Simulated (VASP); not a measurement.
A run of VASP 6.6.1:

The input INCAR:

```
PREC = Accurate ; ENCUT = 600
EDIFF = 1E-6 ; ISMEAR = -1
SIGMA = 0.05 ; LREAL = False
LASPH = True ; NELM = 100
ALGO = Normal ; ISIF = 3
LWAVE = False ; LCHARG = False
GGA = PE ; IVDW = 12
IBRION = 2 ; NSW = 40
EDIFFG = -0.01
```

KPOINTS

```
regular mesh
0
Gamma
  8 8 3
```

Contents of POSCAR:

```
ZnS
1.0
    3.8227000000      0.0000000000      0.0000000000
   -1.9113500000      3.3105553110      0.0000000000
    0.0000000000      0.0000000000     12.5200000000
Zn S
4 4
Direct
    0.6666666667      0.3333333333      0.7500000000
    0.3333333333      0.6666666667      0.2500000000
    0.0000000000      0.0000000000      0.5000000000
    0.0000000000      0.0000000000      0.0000000000
    0.6666666667      0.3333333333      0.9375000000
    0.3333333333      0.6666666667      0.4375000000
    0.0000000000      0.0000000000      0.6875000000
    0.0000000000      0.0000000000      0.1875000000
```

Potentials or basis: VASP PAW PBE potentials, release 64 (Zn, S).

The run is started by

```bash
$ cat potpaw_PBE.64/Zn/POTCAR potpaw_PBE.64/S/POTCAR > POTCAR
$ mpirun -np 1 vasp_std > vasp.out
```

Hardware: 1 thread of Intel(R) Xeon(R) 6975P-C (Granite Rapids), with other jobs on the host.

Question: Estimate the wall time of this run.

Answer: It took 4 min on 1 thread of Intel(R) Xeon(R) 6975P-C (Granite Rapids), with other jobs on the host, peak memory 0.39 GiB. Counts: scf iterations 46, k points 20, ion steps 6.
